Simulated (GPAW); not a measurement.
The system is Au.

```
Au
1.0
     1.41131   -2.55593    0.00000
     1.41131    2.55593    0.00000
     0.00000    0.00000    4.89317
Au
2
Direct
  0.33467 0.66533 0.25000
  0.66533 0.33467 0.75000
```

This isn't the form of Au at room conditions, which is fcc.

| Item | Value |
| --- | --- |
| Program | GPAW 26.7.0 |
| Task | relaxation of cell and atoms |
| Functional | PBEsol |
| Dispersion | D4 |
| Potentials or basis | PAW data sets generated in the run's folder for this functional |
| Cutoff | 600 eV |
| Basis | pw |
| k mesh | 8 × 8 × 4 |
| Occupations | fermi-dirac, width 0.05 eV |
| Spin | no spin polarisation |

At the start: pressure -5.6 GPa; volume 17.65 Å³/atom.

Question: How do energy, volume and symmetry change on relaxing?

Answer: Over 12 steps the energy falls by 17.9 meV/atom and the volume is 17.03 Å³/atom (-3.5 %); space group Cmcm (No. 63, to 0.05 Å).

The path:
| step | energy change (eV) | largest force (eV/Å) | pressure (GPa) | volume (Å³) |
| --- | --- | --- | --- | --- |
| 1 | 0.0000 | 0.0019 | -5.60 | 35.30 |
| 2 | -0.0141 | 0.0012 | -3.55 | 34.84 |
| 3 | -0.0244 | 0.0131 | 0.59 | 34.01 |
| 4 | -0.0255 | 0.0143 | 0.43 | 34.04 |
| 5 | -0.0304 | 0.0975 | -0.36 | 34.17 |
| 6 | -0.0327 | 0.0554 | -0.13 | 34.11 |
| 7 | -0.0328 | 0.0582 | -0.05 | 34.09 |
| 8 | -0.0337 | 0.0640 | 0.36 | 34.01 |
| 9 | -0.0344 | 0.0537 | 0.58 | 33.96 |
| 10 | -0.0353 | 0.0233 | 0.56 | 33.96 |
| 11 | -0.0358 | 0.0032 | 0.20 | 34.02 |
| 12 | -0.0358 | 0.0012 | 0.00 | 34.05 |

Final structure:
```
CELL_PARAMETERS angstrom
1.38909 -2.59835 0.00000
1.38909 2.59835 0.00000
0.00000 0.00000 4.71695
ATOMIC_POSITIONS crystal
Au 0.34254 0.65746 0.25000
Au 0.65746 0.34254 0.75000
```

Caveat: with this Au data set, volumes or pressures lay over 1.5 % or 2 GPa off other programs in two to four cells of ten; later steps reuse the first step's grids; pairwise dispersion overbinds metals, which lowers pressure and volume.
